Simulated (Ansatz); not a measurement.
Set up this calculation in Ansatz 0.2.0, as the native input.

| Item | Value |
| --- | --- |
| Task | single point |
| Functional | PBE |
| Potentials or basis | Ansatz PAW |
| Cutoff | 420 eV (not typed: the program's choice for these potentials) |
| k mesh | 8 × 8 × 8 |
| Occupations | gaussian, width 0.019 eV |
| Spin | no spin polarisation |

Crystal: CuI (Marshite).

```
I Cu
1.0
     0.00000    3.03150    3.03150
     3.03150    0.00000    3.03150
     3.03150    3.03150    0.00000
I Cu
1 1
Direct
  0.00000 0.00000 0.00000
  0.75000 0.75000 0.75000
```

These files were run (other wordings do the same):

input.yaml

```yaml
crystal:
  lattice:
    - [0.0, 3.0315, 3.0315]
    - [3.0315, 0.0, 3.0315]
    - [3.0315, 3.0315, 0.0]
  atoms:
    - { symbol: I, position: [0.0, 0.0, 0.0] }
    - { symbol: Cu, position: [0.75, 0.75, 0.75] }
hamiltonian:
  xc: pbe
  pseudopotentials: { kind: paw }
kpoints:
  mp_grid: { grid: [8, 8, 8] }
scf:
  occupations: { method: gaussian, width: 0.019 }
output:
  forces: true
  stress: true
  eigenvalues: true
```

Potentials or basis: Ansatz PAW.

Run with:

```bash
$ ansatz run input.yaml --threads 2 --pin off --max-ram 5632MiB --backend cpu --events-out ev --progress --plain --runs-dir out
```

Results of the run:

The pressure is 0.3 GPa and the band gap on the k mesh is 1.12 eV, direct.

Caveat: spin-orbit coupling is left out, which moves the levels of the heavy elements.

Wall time 5.7 s on 2 threads of Intel(R) Xeon(R) Processor @ 2.50GHz (Skylake/Cascade Lake), with other jobs on the host, peak memory 0.38 GiB.
